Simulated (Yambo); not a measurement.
Input of a Yambo 5.3.0 run:

The input eels5.in:

```
optics
chi
Chimod= "HARTREE"
% BndsRnXd
 1 | 39 |
%
NGsBlkXd= 3 Ry
% LongDrXd
 1 | 1 | 1 |
%
% QpntsRXd
 7 | 7 |
%
% EnRngeXd
 0 | 50 | eV
%
% DmRngeXd
 0.3 | 0.3 | eV
%
ETStpsXd= 250
```

File scf.in:

```
&CONTROL
  calculation = 'scf'
  prefix = 'pwscf'
  outdir = './tmp'
  pseudo_dir = './pseudo'
/
&SYSTEM
  ibrav = 0
  nat = 2
  ntyp = 2
  ecutwfc = 70
  nbnd = 15
  occupations = 'smearing'
  smearing = 'fd'
  degauss = 0.00367493
  force_symmorphic = .true.
/
&ELECTRONS
  conv_thr = 4d-10
  electron_maxstep = 120
  mixing_beta = 0.5
/
ATOMIC_SPECIES
In   114.8180 In.upf
P     30.9738 P.upf
CELL_PARAMETERS angstrom
   0.0000000000    2.9305000000    2.9305000000
   2.9305000000    0.0000000000    2.9305000000
   2.9305000000    2.9305000000    0.0000000000
ATOMIC_POSITIONS crystal
In     0.0000000000    0.0000000000    0.0000000000
P      0.7500000000    0.7500000000    0.7500000000
K_POINTS automatic
12 12 12 0 0 0
```

nscf.in

```
&CONTROL
  calculation = 'nscf'
  prefix = 'pwscf'
  outdir = './tmp'
  pseudo_dir = './pseudo'
/
&SYSTEM
  ibrav = 0
  nat = 2
  ntyp = 2
  ecutwfc = 70
  nbnd = 39
  occupations = 'fixed'
  force_symmorphic = .true.
/
&ELECTRONS
  conv_thr = 1d-08
  diago_full_acc = .true.
  diago_thr_init = 1d-06
/
ATOMIC_SPECIES
In   114.8180 In.upf
P     30.9738 P.upf
CELL_PARAMETERS angstrom
   0.0000000000    2.9305000000    2.9305000000
   2.9305000000    0.0000000000    2.9305000000
   2.9305000000    2.9305000000    0.0000000000
ATOMIC_POSITIONS crystal
In     0.0000000000    0.0000000000    0.0000000000
P      0.7500000000    0.7500000000    0.7500000000
K_POINTS automatic
12 12 12 0 0 0
```

Potentials or basis: PseudoDojo 0.4.1 SR PBE standard.

Launch:

```bash
$ OMP_NUM_THREADS=1 pw.x -in scf.in > scf.out
$ OMP_NUM_THREADS=1 pw.x -in nscf.in > nscf.out
$ cd tmp/pwscf.save; p2y; mv SAVE ../..; cd ../..
$ OMP_NUM_THREADS=1 yambo
$ OMP_NUM_THREADS=1 yambo -F eels5.in -J eels5 -C eels5_out
```

(1) Predict the band gap on the k mesh, mean-field level.

Results:

(1) 0.71 eV, direct.

Caveat: spin-orbit coupling is left out, which moves the levels of the heavy elements.

**Measured values to compare with.**

From a printed reference work, data compilation, for a bulk crystal of InP at 1.6 K: band gap 1.4236 eV (direct).

Measured gap of InP: 1.4236 eV (direct; 1.6 K; a printed reference work, data compilation). This calculation gives 0.71 eV (-0.71 eV). Spin-orbit coupling on In is left out. The value is that of PBE on a finite k mesh, which can miss the band edges, without temperature or zero-point motion. Semilocal functionals fall short of measured gaps as a rule.
